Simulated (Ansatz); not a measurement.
SnSe:

```
Sn Se
1.0
     0.00000    3.01000    3.01000
     3.01000    0.00000    3.01000
     3.01000    3.01000    0.00000
Sn Se
1 1
Direct
  0.00000 0.00000 0.00000
  0.50000 0.50000 0.50000
```

Measurements of this composition are mostly on another form, of space group No. 62.

Base run:

```yaml
Program: Ansatz 0.2.0
Functional: PBE
Potentials_or_basis: Ansatz PAW
Cutoff: 250 eV
Density_cutoff: 1000 eV
k_mesh: 8 × 8 × 8
Occupations: fermi-dirac, width 0.05 eV
Spin: no spin polarisation
```

Its results: pressure 1.0 GPa.

The run is repeated on the same cell with these changes: functional from PBE to PBEsol; cutoff from 250 eV to 420 eV (not typed: the program's choice for these potentials). What comes out?

Pressure -1.9 GPa.

PBEsol binds more tightly than PBE, so the same cell stands under less pressure.

Caveats: the pressure holds a Pulay correction of +21.0 GPa for the finite cutoff (some runs); the cutoff lies under the one recommended for these potentials (some runs); the PAW data sets come from PBE, with cores solved anew for the run's functional, which leaves a small shift of forces and pressure (some runs).
